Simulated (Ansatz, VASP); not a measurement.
# One calculation of TiC, two programs

```xyz
2
Lattice="0.0000 2.1854 2.1854 2.1854 0.0000 2.1854 2.1854 2.1854 0.0000" Properties=species:S:1:pos:R:3 pbc="T T T"
Ti    0.0000    0.0000    0.0000
C     2.1854    2.1854    2.1854
```

Change from the starting cell: volume scaled by 1.03, PAW files.

Alike in both runs: task electric field gradients; functional PBE; k mesh 16 × 16 × 16; occupations fermi-dirac, width 0.03 eV; no spin polarisation.

|  | VASP | Ansatz |
| --- | --- | --- |
| version | VASP 6.6.1 | Ansatz 0.2.0 |
| potentials or method | VASP PAW PBE potentials, release 64 (Ti_sv, C) | PAW with Ansatz's default frozen-core files, scalar-relativistic |
| plane-wave cutoff (eV) | 520 | 420 |
| valence electrons in the cell | 16 | 16 |

|  | VASP | Ansatz | Ansatz less VASP |
| --- | --- | --- | --- |
| pressure (GPa) | -6.0 | -6.2 | -0.23 |
| Vzz of the field gradient on the site that differs most (V/Å²) | 0.0 | 0.0 | 0.00 |
